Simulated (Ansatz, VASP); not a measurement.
# C: VASP beside Ansatz

```
CELL_PARAMETERS angstrom
2.51292 0.00000 0.00000
0.00000 2.51292 0.00000
0.00000 0.00000 20.44230
ATOMIC_POSITIONS crystal
C 0.75000 0.00000 0.39135
C 0.25000 0.00000 0.43481
C 0.25000 0.50000 0.47827
C 0.75000 0.50000 0.52173
C 0.75000 0.00000 0.56519
C 0.25000 0.00000 0.60865
```

Alike in both runs: task single point; functional PBEsol; k mesh 12 × 12 × 1; occupations fermi-dirac, width 0.02 eV; no spin polarisation.

|  | VASP | Ansatz |
| --- | --- | --- |
| version | VASP 6.6.1 | Ansatz 0.2.0 |
| potentials or method | VASP PAW PBE potentials, release 64 (C) | PAW with Ansatz's default frozen-core files, scalar-relativistic |
| plane-wave cutoff (eV) | 520 | 420 |
| valence electrons in the cell | 24 | 24 |

```tsv
	VASP	Ansatz	Ansatz less VASP
rms of the force components (eV/Å)	1.124	1.135	+0.0111
```

Atom by atom the forces differ by 0.017 eV/Å (rms over components). With one functional, cell and mesh, what is left measures potentials, basis and numerics.

Caveats: the PAW data sets were made with another functional, which shifts forces and pressure a little (VASP).
